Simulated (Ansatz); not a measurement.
TaN: symmetry broken, then relaxed

Level of theory: DFT PBE, scalar-relativistic, plane waves, PAW (Ansatz). Settings: plane waves to 420 eV, k-mesh 15×15×12 (Γ-centred), Gaussian smearing 0.15 eV. Spin–orbit coupling is left out, which can shift energies with elements as heavy as these. No spin polarisation. Energies are free energies at this smearing, counted from the undisturbed cell; pressure is positive in compression.

Zero of the scan (relaxed at this level; this form isn't the usual structure):

```xyz
2
Lattice="2.9502 0.0000 0.0000 -1.4751 2.5549 0.0000 0.0000 0.0000 2.8978" Properties=species:S:1:pos:R:3 pbc="T T T"
Ta    0.0000    1.7033    1.4489
N    -1.4751    2.5549    0.0000
```

The atoms are displaced (Å, in the unstrained cell):

```
atom ux uy uz
 Ta1   0.052   0.127   0.376
  N2  -0.052  -0.127  -0.376
```

Cell and atoms are then relaxed.

**Question.** Does the relaxation return to the undisturbed structure?

**Answer.** Yes (up to a choice of domain or origin): same space group and volume, and an energy 0.0 meV/atom from it. The disturbance itself cost 2397.3 meV/atom. The final space group reads P-6m2 (tolerance 0.05 Å) and the volume changes by 0.00 %.

Final structure:

```
Ta N
1.0
     2.95014   -0.00001   -0.00001
    -1.47507    2.55494   -0.00002
    -0.00001   -0.00002    2.89795
Ta N
1 1
Direct
  0.33333 0.66667 0.50000
  0.00000 0.00000 0.00000
```

The relaxation, step by step (energy from the first step; small jumps at an unchanged geometry come where the plane waves are selected anew for the new cell):

| step | ΔE (meV/atom) | largest force component (eV/Å) | pressure (GPa) |
| --- | --- | --- | --- |
| 1 | 0.0 | 9.357 | 116.33 |
| 2 | -1166.8 | 5.087 | 37.20 |
| 3 | -2068.8 | 3.053 | -6.70 |
| 4 | -2330.5 | 1.351 | 0.99 |
| 5 | -2394.1 | 0.101 | 2.38 |
| 6 | -2397.3 | 0.003 | 0.39 |
| 7 | -2397.3 | 0.000 | -0.02 |
| 8 | -2397.3 | 0.000 | -0.02 |

Frames along the relaxation (Å, eV/Å):

```xyz
2
Lattice="2.950 0.000 0.000 -1.475 2.555 0.000 0.000 0.000 2.898" Properties=species:S:1:pos:R:3:forces:R:3 pbc="T T T" step=1
Ta    0.052    1.830    1.825   -6.132   -6.450   -9.357
N    -0.052   -0.127   -0.376    6.132    6.450    9.357
2
Lattice="3.089 0.016 0.004 -1.531 2.620 0.008 0.004 0.011 2.957" Properties=species:S:1:pos:R:3:forces:R:3 pbc="T T T" step=2
Ta    0.055    1.863    1.812   -2.163   -2.752   -5.087
N    -0.044   -0.105   -0.326    2.163    2.752    5.087
2
Lattice="3.025 0.036 0.012 -1.482 2.575 0.015 0.012 0.024 2.998" Properties=species:S:1:pos:R:3:forces:R:3 pbc="T T T" step=3
Ta    0.066    1.811    1.658   -0.764   -1.264   -3.053
N    -0.039   -0.070   -0.145    0.764    1.264    3.053
2
Lattice="2.903 0.012 0.010 -1.441 2.541 0.012 0.010 0.020 2.966" Properties=species:S:1:pos:R:3:forces:R:3 pbc="T T T" step=4
Ta    0.033    1.732    1.443   -0.586   -0.641    1.351
N    -0.021   -0.024    0.051    0.586    0.641   -1.351
2
Lattice="2.919 0.002 -0.004 -1.458 2.549 -0.005 -0.004 -0.008 2.912" Properties=species:S:1:pos:R:3:forces:R:3 pbc="T T T" step=5
Ta   -0.001    1.696    1.448    0.007   -0.011    0.101
N     0.000    0.000    0.004   -0.007    0.011   -0.101
2
Lattice="2.947 0.000 0.000 -1.473 2.554 -0.001 0.000 -0.001 2.899" Properties=species:S:1:pos:R:3:forces:R:3 pbc="T T T" step=6
Ta    0.000    1.702    1.449    0.000    0.001    0.003
N     0.000    0.000    0.000    0.000   -0.001   -0.003
2
Lattice="2.950 0.000 0.000 -1.475 2.555 0.000 0.000 0.000 2.898" Properties=species:S:1:pos:R:3:forces:R:3 pbc="T T T" step=7
Ta    0.000    1.703    1.449    0.000    0.000    0.000
N     0.000    0.000    0.000    0.000    0.000    0.000
2
Lattice="2.950 0.000 0.000 -1.475 2.555 0.000 0.000 0.000 2.898" Properties=species:S:1:pos:R:3:forces:R:3 pbc="T T T" step=8
Ta    0.000    1.703    1.449    0.000    0.000    0.000
N     0.000    0.000    0.000    0.000    0.000    0.000
```